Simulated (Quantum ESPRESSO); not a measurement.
HfC under changes of volume

One of the cells (12.568 Å³/atom); the others are scaled copies at fixed shape and fractional positions:

```
CELL_PARAMETERS angstrom
0.00000 2.32500 2.32500
2.32500 0.00000 2.32500
2.32500 2.32500 0.00000
ATOMIC_POSITIONS crystal
Hf 0.50000 0.50000 0.50000
C 0.00000 0.00000 0.00000
```

| Quantity | Value |
| --- | --- |
| Program | Quantum ESPRESSO 7.5 |
| Functional | AM05 |
| Potentials or basis | PseudoDojo 0.4 FR PBE standard |
| Cutoff | 1116 eV |
| Density cutoff | 4463 eV |
| k mesh | 10 × 10 × 10 |
| Occupations | fermi-dirac, width 0.05 eV |
| Spin | spin-orbit coupling, no magnetisation |

| volume (Å³/atom) | energy over the lowest point (meV/atom) | pressure (GPa) |
| --- | --- | --- |
| 11.814 | 11.29 | 9.3 |
| 12.065 | 1.34 | 3.5 |
| 12.317 | 0.00 | -1.7 |
| 12.568 | 6.45 | -6.5 |
| 12.819 | 19.92 | -10.7 |
| 13.071 | 39.73 | -14.5 |
| 13.322 | ? | ? |

Q: What does the run at 13.322 Å³/atom give?

A: Energy over the lowest point 65.25 meV/atom; pressure -18.0 GPa.

Worked out: A Birch-Murnaghan fit of order 3 (a polynomial in V^(-2/3)) to the other rows has its minimum at 12.23 Å³/atom with B0 = V·E''(V) = 250 GPa and B' = 4.1. It gives 65.16 meV/atom at 13.322 Å³/atom, against the run's 65.25, and -dE/dV = -17.9 GPa, against -18.0.

Energies are extrapolated to zero smearing.

Caveats: the potentials were made for another functional, which shifts forces and pressure.
